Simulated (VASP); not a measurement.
# BP in VASP: relaxation of cell and atoms with PBEsol+D3(BJ)

Aim: the relaxation of cell and atoms of BP with PBEsol+D3(BJ).

Program: VASP 6.6.1. These are calculated values, not measurements. Logs are shortened: lines on timing, memory, paths and dates and some standing lists are left out, and cuts for length are marked.

## Step 1: Starting point

The cell holds a sheet with vacuum, 2 atoms: a = 3.200 Å, b = 3.200 Å, c = 16.000 Å, α = 90.00°, β = 90.00°, γ = 120.00°.

The cell was built by a generator and needn't be a form met in nature.

## Step 2: Relaxation of cell and atoms, PBEsol+D3(BJ)

Input file INCAR:

```
PREC     = Accurate       # precision mode
ENCUT    = 600            # plane-wave cutoff, eV
EDIFF    = 1E-6           # SCF threshold, eV
ISMEAR   = 0              # smearing method
SIGMA    = 0.03           # smearing width, eV
LREAL    = F              # projectors in reciprocal space
LASPH    = T              # aspherical terms in the spheres
NELM     = 120            # most SCF steps
ALGO     = Normal         # electronic algorithm
ISIF     = 3              # what is computed and relaxed
LWAVE    = F              # write WAVECAR
LCHARG   = F              # write CHGCAR
GGA      = PS             # functional
IVDW     = 12             # dispersion correction
IBRION   = 2              # ionic algorithm
NSW      = 60             # ionic steps
EDIFFG   = -0.005         # ionic threshold
LATTICE_CONSTRAINTS= .TRUE. .TRUE. .FALSE.
KPAR     = 4
```

Input file KPOINTS:

```
Automatic mesh
0
Gamma
  12 12 1
```

Input file POSCAR:

```
BP
1.0
    3.2000000000      0.0000000000      0.0000000000
   -1.6000000000      2.7712812900      0.0000000000
    0.0000000000      0.0000000000     16.0000000000
B P
1 1
Direct
    0.3333330000      0.6666670000      0.5000000000
    0.6666670000      0.3333330000      0.5000000000
```

Potentials or basis: VASP PAW PBE potentials, release 64 (B, P).

Run with:

```
$ cat potpaw_PBE.64/B/POTCAR potpaw_PBE.64/P/POTCAR > POTCAR
$ mpirun -np 4 vasp_std > vasp.out
```

OUTCAR:

```text
PREC = Accurate
   ENCUT = 600
   EDIFF = 1E-6
   ISMEAR = 0
   LREAL = F
   LASPH = T
   NELM = 120
   ISIF = 3
   GGA = PS
   IVDW = 12
   IBRION = 2
   NSW = 60
   EDIFFG = -0.005
 IVDW          = 12

 ion  position               nearest neighbor table
   1  0.333  0.667  0.500-   2 1.85   2 1.85   2 1.85
   2  0.667  0.333  0.500-   1 1.85   1 1.85   1 1.85

  LATTYP: Found a hexagonal cell.
 ALAT       =     3.2000000000
 C/A-ratio  =     5.0000000000

  Lattice vectors:

 A1 = (   3.2000000000,   0.0000000000,   0.0000000000)
 A2 = (  -1.6000000000,   2.7712812900,   0.0000000000)
 A3 = (   0.0000000000,   0.0000000000,  16.0000000000)

Analysis of symmetry for initial positions (statically):
=====================================================================
 Subroutine PRICEL returns:
 Original cell was already a primitive cell.

 Routine SETGRP: Setting up the symmetry group for a
 hexagonal supercell.

 Subroutine GETGRP returns: Found 12 space group operations
 (whereof 12 operations were pure point group operations)
 out of a pool of 24 trial point group operations.

The static configuration has the point symmetry D_3h.

Analysis of symmetry for dynamics (positions and initial velocities):
=====================================================================
 Subroutine PRICEL returns:
 Original cell was already a primitive cell.

 Routine SETGRP: Setting up the symmetry group for a
 hexagonal supercell.

 Subroutine GETGRP returns: Found 12 space group operations
 (whereof 12 operations were pure point group operations)
 out of a pool of 24 trial point group operations.

The dynamic configuration has the point symmetry D_3h.

 Subroutine INISYM returns: Found 12 space group operations
 (whereof 12 operations are pure point group operations),
 and found     1 'primitive' translations

----------------------------------------------------------------------------------------

                                     Primitive cell

  volume of cell :     141.8896

  direct lattice vectors                    reciprocal lattice vectors
     3.200000000  0.000000000  0.000000000     0.312500000  0.180421959  0.000000000
    -1.600000000  2.771281290  0.000000000     0.000000000  0.360843919  0.000000000
     0.000000000  0.000000000 16.000000000     0.000000000  0.000000000  0.062500000

  length of vectors
     3.200000000  3.199999998 16.000000000     0.360843918  0.360843919  0.062500000

  position of ions in fractional coordinates (direct lattice)
     0.333333000  0.666667000  0.500000000
     0.666667000  0.333333000  0.500000000

  ion indices of the primitive-cell ions
   primitive index   ion index
                 1           1
                 2           2

----------------------------------------------------------------------------------------

 KPOINTS: Automatic mesh

Automatic generation of k-mesh.
 Grid dimensions read from file:
 generate k-points for:   12   12    1

 Generating k-lattice:

  Cartesian coordinates                     Fractional coordinates (reciprocal lattice)
     0.026041667  0.015035163  0.000000000     0.083333333  0.000000000  0.000000000
     0.000000000  0.030070327  0.000000000     0.000000000  0.083333333  0.000000000
     0.000000000  0.000000000  0.062500000     0.000000000  0.000000000  1.000000000

  Length of vectors
     0.030070327  0.030070327  0.062500000

  Shift w.r.t. Gamma in fractional coordinates (k-lattice)
     0.000000000  0.000000000  0.000000000

 Subroutine IBZKPT returns following result:
 ===========================================

 Found     19 irreducible k-points:

 Following reciprocal coordinates:
            Coordinates               Weight
  0.000000  0.000000  0.000000      1.000000
  0.083333 -0.000000  0.000000      6.000000
  0.166667 -0.000000  0.000000      6.000000
  0.250000 -0.000000  0.000000      6.000000
  0.333333 -0.000000  0.000000      6.000000
  0.416667  0.000000  0.000000      6.000000
[... 11 lines left out ...]
  0.333333  0.250000  0.000000     12.000000
  0.333333  0.333333  0.000000      2.000000
   k-points           NKPTS =     19   k-points in BZ     NKDIM =     19   number of bands    NBANDS=      8
   number of dos      NEDOS =    301   number of ions     NIONS =      2
   total plane-waves  NPLWV = 100352
   dimension x,y,z NGX =    28 NGY =   28 NGZ =  128
   dimension x,y,z NGXF=    56 NGYF=   56 NGZF=  256
   ions per type =               1   1
   NGX,Y,Z   is equivalent  to a cutoff of  14.55, 14.55, 13.30 a.u.
   NGXF,Y,Z  is equivalent  to a cutoff of  29.09, 29.09, 26.60 a.u.
 SYSTEM =  unknown system
   PREC   = accura    normal or accurate (medium, high low for compatibility)
   ISTART =      0    job   : 0-new  1-cont  2-samecut
   ICHARG =      2    charge: 1-file 2-atom 10-const
   ISPIN  =      1    spin polarized calculation?
   LNONCOLLINEAR =      F non collinear calculations
   LSORBIT =      F    spin-orbit coupling
   LASPH  =      T    aspherical Exc in radial PAW
   ENCUT  =  600.0 eV  44.10 Ry    6.64 a.u.   6.39  6.39 31.96*2*pi/ulx,y,z
   NELM   =    120;   NELMIN=  2; NELMDL= -5     # of ELM steps
   EDIFF  = 0.1E-05   stopping-criterion for ELM
   LREAL  =      F    real-space projection
   EDIFFG = -.5E-02   stopping-criterion for IOM
   NSW    =     60    number of steps for IOM
   IBRION =      2    ionic relax: 0-MD 1-quasi-New 2-CG
   NFREE  =      1    steps in history (QN), initial steepest desc. (CG)
   ISIF   =      3    stress and relaxation
   ISYM   =      2    0-nonsym 1-usesym 2-fastsym
   POTIM  = 0.5000    time-step for ionic-motion
   TEBEG  =    0.0;   TEEND  =   0.0 temperature during run
   PSTRESS=    0.0 pullay stress
   NELECT =       8.0000    total number of electrons
   NUPDOWN=      -1.0000    fix difference up-down
   EMIN   =  10.00;   EMAX   =-10.00  energy-range for DOS
   EFERMI =   0.00;   METHOD = LEGACY
   ISMEAR =     0;   SIGMA  =   0.03  broadening in eV -4-tet -1-fermi 0-gaus
   EFERMI_NEDOS =   21; number of points for ismear=-14 and -15
   IALGO  =     38    algorithm
   IMIX   =      4    mixing-type and parameters
     AMIX     =   0.40;   BMIX     =  1.00
     AMIX_MAG =   1.60;   BMIX_MAG =  1.00
  volume/ion in A,a.u.               =      70.94       478.76
  Fermi-wavevector in a.u.,A,eV,Ry     =   0.627752  1.186279  5.361680  0.394072
  Thomas-Fermi vector in A             =   1.689460
   LORBIT       =      0    0 simple, 1 ext, 2 COOP (PROOUT), +10 PAW based schemes
   GGA     = PS    functional components
   LHFCALC =     F    Hartree Fock is set to
   AEXX    =    0.0000 exact exchange contribution
   IVDW    =    12    specifies the selected vdW correction
   LEPSILON=     F    determine dielectric tensor
   LRPA    =     F    only Hartree local field effects (RPA)
 conjugate gradient relaxation of ions
 non-spin polarized calculation
 Gauss-broadening in eV      SIGMA  =   0.03
  energy-cutoff  :      600.00
  volume of cell :      141.89
 maximum number of plane-waves:      4775
 NGX is ok and might be reduce to    28
   NGX = 13   NGY = 13   NGZ = 63

--------------------------------------- Ionic step        1  -------------------------------------------

 number of electron       8.0000000 magnetization

 Free energy of the ion-electron system (eV)
  ---------------------------------------------------
  ext. energy  EPLUGINS =         0.00000000
  ---------------------------------------------------
  free energy    TOTEN  =       -12.71283950 eV

  energy without entropy =      -12.71283950  energy(sigma->0) =      -12.71283950

------------------------ aborting loop because EDIFF is reached ----------------------------------------

 Edisp (eV)   -0.16639

 E8    (eV) :    -0.1003

  FORCE on cell =-STRESS in cart. coord.  units (eV):
  Direction    XX          YY          ZZ          XY          YZ          ZX
  --------------------------------------------------------------------------------------
  -------------------------------------------------------------------------------------
  Total      -0.14826    -0.14826    -0.00971     0.00000     0.00000     0.00000
  in kB      -1.67407    -1.67407    -0.10969     0.00000     0.00000     0.00000
  external pressure =       -1.15 kB  Pullay stress =        0.00 kB

 VOLUME and BASIS-vectors are now :
 -----------------------------------------------------------------------------
  energy-cutoff  :      600.00
  volume of cell :      141.89
      direct lattice vectors                 reciprocal lattice vectors
     3.200000000  0.000000000  0.000000000     0.312500000  0.180421959  0.000000000
    -1.600000000  2.771281290  0.000000000     0.000000000  0.360843919  0.000000000
     0.000000000  0.000000000 16.000000000     0.000000000  0.000000000  0.062500000

 POSITION                                       TOTAL-FORCE (eV/Angst)
 -----------------------------------------------------------------------------------
     -0.00000      1.84752      8.00000        -0.000000      0.000000      0.000000
      1.60000      0.92376      8.00000         0.000000     -0.000000      0.000000
 -----------------------------------------------------------------------------------
    total drift:                               -0.000145      0.000084      0.000000
[... 25 lines left out ...]
 VOLUME and BASIS-vectors are now :
 -----------------------------------------------------------------------------
  energy-cutoff  :      600.00
  volume of cell :      140.88
      direct lattice vectors                 reciprocal lattice vectors
     3.188556366  0.000000000  0.000000000     0.313621553  0.181069488  0.000000000
    -1.594278183  2.761370813  0.000000000     0.000000000  0.362138977  0.000000000
     0.000000000  0.000000000 16.000000000     0.000000000  0.000000000  0.062500000

 POSITION                                       TOTAL-FORCE (eV/Angst)
 -----------------------------------------------------------------------------------
     -0.00000      1.84091      8.00000         0.000000     -0.000000      0.000000
      1.59428      0.92046      8.00000        -0.000000      0.000000      0.000000
 -----------------------------------------------------------------------------------
    total drift:                               -0.000142      0.000082      0.000000

  FREE ENERGIE OF THE ION-ELECTRON SYSTEM (eV)
  ---------------------------------------------------
  free  energy   TOTEN  =       -12.8789406559 eV

  energy  without entropy=      -12.8789406559  energy(sigma->0) =      -12.87894066

--------------------------------------- Ionic step        3  -------------------------------------------

 number of electron       8.0000000 magnetization

 Free energy of the ion-electron system (eV)
  ---------------------------------------------------
  ext. energy  EPLUGINS =         0.00000000
  ---------------------------------------------------
  free energy    TOTEN  =       -12.71255630 eV

  energy without entropy =      -12.71255630  energy(sigma->0) =      -12.71255630

 E-fermi :  -2.9756     XC(G=0):  -2.6686

 val. band max:       -3.1297529105   @ k =   0.3333   0.3333   0.0000
 cond. band min:      -2.2648293104   @ k =   0.3333   0.3333   0.0000
 fundamental gap:      0.8649236001
 Fermi energy:        -2.9756101682

 k-point     1 :       0.0000    0.0000    0.0000
  band No.  band energies     occupation
      1     -16.8812      2.00000
      2      -7.3663      2.00000
      3      -4.7390      2.00000
      4      -4.7389      2.00000
      5       0.6929      0.00000
      6       1.5547      0.00000
      7       1.5548      0.00000
      8       1.9737      0.00000

 k-point     2 :       0.0833   -0.0000    0.0000
  band No.  band energies     occupation
      1     -16.7742      2.00000
      2      -7.2500      2.00000
      3      -5.2785      2.00000
      4      -4.9493      2.00000
      5       0.8092      0.00000
      6       1.3741      0.00000
      7       1.9943      0.00000
      8       2.1064      0.00000

 k-point     3 :       0.1667   -0.0000    0.0000
  band No.  band energies     occupation
      1     -16.4560      2.00000
      2      -6.9037      2.00000
      3      -6.5523      2.00000
      4      -5.4334      2.00000
      5       0.8559      0.00000
      6       1.2929      0.00000
      7       2.5007      0.00000
      8       2.8084      0.00000
[... 191 lines left out ...]
 VOLUME and BASIS-vectors are now :
 -----------------------------------------------------------------------------
  energy-cutoff  :      600.00
  volume of cell :      141.49
      direct lattice vectors                 reciprocal lattice vectors
     3.195482704  0.000000000  0.000000000     0.312941766  0.180677013  0.000000000
    -1.597741352  2.767369197  0.000000000     0.000000000  0.361354026  0.000000000
     0.000000000  0.000000000 16.000000000     0.000000000  0.000000000  0.062500000

 POSITION                                       TOTAL-FORCE (eV/Angst)
 -----------------------------------------------------------------------------------
     -0.00000      1.84491      8.00000         0.000000      0.000000      0.000000
      1.59774      0.92246      8.00000         0.000000     -0.000000      0.000000
 -----------------------------------------------------------------------------------
    total drift:                               -0.000144      0.000083      0.000000

  FREE ENERGIE OF THE ION-ELECTRON SYSTEM (eV)
  ---------------------------------------------------
  free  energy   TOTEN  =       -12.8794368058 eV

  energy  without entropy=      -12.8794368058  energy(sigma->0) =      -12.87943681

 reached required accuracy - stopping structural energy minimisation
```

It took 37 s on 4 MPI ranks of Intel Xeon Platinum 8259CL at 2.50GHz (Skylake/Cascade Lake), shared host; peak memory 0.32 GiB.

Results:

```
Free energy                            : -12.8794 eV
Relaxed volume                         : 70.74 Å³/atom
Relaxed cell                           : a = 3.195 Å, b = 3.195 Å, c = 16.000 Å, α = 90.00°, β = 90.00°, γ = 120.00°
Space group after relaxing (to 0.05 Å) : P-6m2 (No. 187)
Energy gained by relaxing              : 0.1 meV/atom
Ionic steps                            : 3
Band gap on the k mesh                 : 0.86 eV, direct
Dispersion energy per atom             : -0.083 eV
```

The path:
| step | energy change (eV) | largest force (eV/Å) | pressure (GPa) | volume (Å³) |
| --- | --- | --- | --- | --- |
| 1 | 0.0000 | 0.0000 | -0.12 | 141.89 |
| 2 | 0.0003 | 0.0000 | 0.17 | 140.88 |
| 3 | -0.0002 | 0.0000 | 0.00 | 141.49 |

Final structure:
```yaml
crystal:
  lattice:
    - [3.19548, 0.00000, 0.00000]
    - [-1.59774, 2.76737, 0.00000]
    - [0.00000, 0.00000, 16.00000]
  atoms:
    - { symbol: B, position: [0.33333, 0.66667, 0.50000] }
    - { symbol: P, position: [0.66667, 0.33333, 0.50000] }
```

Caveat: the PAW data sets were made with another functional, which shifts forces and pressure a little. PBEsol gaps usually lie below the measured ones, often by a third to a half.
